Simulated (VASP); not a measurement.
A run of VASP 6.6.1 is set up as follows.

The input INCAR:

```
SYSTEM = SrTiO3
PREC     = Accurate       ! precision mode
ENCUT    = 520            ! plane-wave cutoff, eV
EDIFF    = 1E-7           ! SCF threshold, eV
ISMEAR   = 0              ! smearing method
SIGMA    = 0.03           ! smearing width, eV
LREAL    = .FALSE.        ! projectors in reciprocal space
LASPH    = .TRUE.         ! aspherical terms in the spheres
NELM     = 80             ! most SCF steps
ALGO     = Normal         ! electronic algorithm
ISIF     = 2              ! what is computed and relaxed
LWAVE    = .FALSE.        ! write WAVECAR
LCHARG   = .FALSE.        ! write CHGCAR
LMAXMIX  = 4              ! l up to which the mixer works
GGA      = PE             ! functional
NBANDS   = 28             ! bands
KPAR     = 4
```

KPOINTS

```
Automatic mesh
0
G
  4 4 4
  0 0 0
```

File POSCAR:

```
SrTiO3                                  
1.0
    3.8947475960      0.0000000000      0.0000000000
    0.0000000000      3.8947475960      0.0000000000
    0.0000000000      0.0000000000      3.8947475960
  Sr              Ti              O             
     1     1     3
Direct
     0.5000000000000000    0.5000000000000000    0.5000000000000000
     0.0000000000000000    0.0000000000000000    0.0000000000000000
     0.5000000000000000    0.0000000000000000    0.0000000000000000
     0.0000000000000000    0.5000000000000000    0.0000000000000000
     0.0000000000000000    0.0000000000000000    0.5000000000000000
```

File KPOINTS_OPT:

```
explicit points
4
Reciprocal
 0.0000000000  0.0000000000  0.0000000000 1
 0.5000000000  0.5000000000  0.0000000000 1
 0.5000000000  0.5000000000  0.5000000000 1
 0.0000000000  0.5000000000  0.0000000000 1
```

Potentials or basis: VASP PAW PBE potentials, release 64 (Sr_sv, Ti_sv, O).

The run is started by

```console
$ cat potpaw_PBE.64/Sr_sv/POTCAR potpaw_PBE.64/Ti_sv/POTCAR potpaw_PBE.64/O/POTCAR > POTCAR
$ mpirun -np 4 vasp_std > vasp.out
```

(1) What does it give for the band gap along the path?

(2) What does it give for the pressure?

Results:

(1) 1.85 eV, indirect (least direct gap 2.20 eV).

(2) 6.6 GPa.
